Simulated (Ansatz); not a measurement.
## Is this Ge structure a true minimum?

The cell was found from a structure generator's guess, not taken from experiment.

Theory: DFT PBE, scalar-relativistic, plane waves, PAW in Ansatz 0.2.0. Plane waves to 420 eV, a k mesh through Γ of 6×6×10 on the computed 8-atom cell and Gaussian smearing (0.10 eV); no spin polarisation.

The cell below (8 atoms, space group Cmmm (No. 65)) is relaxed within its symmetry.

```cif
data_structure
_symmetry_space_group_name_H-M 'P 1'
_symmetry_Int_Tables_number 1
_cell_length_a 7.8474
_cell_length_b 7.8474
_cell_length_c 4.0688
_cell_angle_alpha 90.000
_cell_angle_beta 90.000
_cell_angle_gamma 128.473
_cell_volume 196.17
loop_
_atom_site_label
_atom_site_type_symbol
_atom_site_fract_x
_atom_site_fract_y
_atom_site_fract_z
_atom_site_occupancy
Ge1 Ge 0.14846 0.48387 0.00000 1
Ge2 Ge 0.85154 0.51613 0.00000 1
Ge3 Ge 0.51613 0.85154 0.00000 1
Ge4 Ge 0.48387 0.14846 0.00000 1
Ge5 Ge 0.90443 0.72664 0.50000 1
Ge6 Ge 0.09557 0.27337 0.50000 1
Ge7 Ge 0.27337 0.09557 0.50000 1
Ge8 Ge 0.72664 0.90443 0.50000 1
```

For the test it was strained at random (σ = 1.5 % a component), the atoms were moved at random (σ = 0.05 Å), and all was relaxed again on a coarse 6×4×4 mesh (in the run’s order of axes) with 0.20 eV smearing, with no symmetry imposed.

Task: Does it come back?

Result: It returns, within 1 meV/atom of the unmoved cell on that mesh and with the same symmetry when read at 0.1 Å. No instability shows in this cell; modes of other wave vectors, which need another repeat, aren't tested. Another cell of Ge relaxed alike, in P-6m2, lies 43 meV/atom lower, so this cell isn't the stable form at this level.
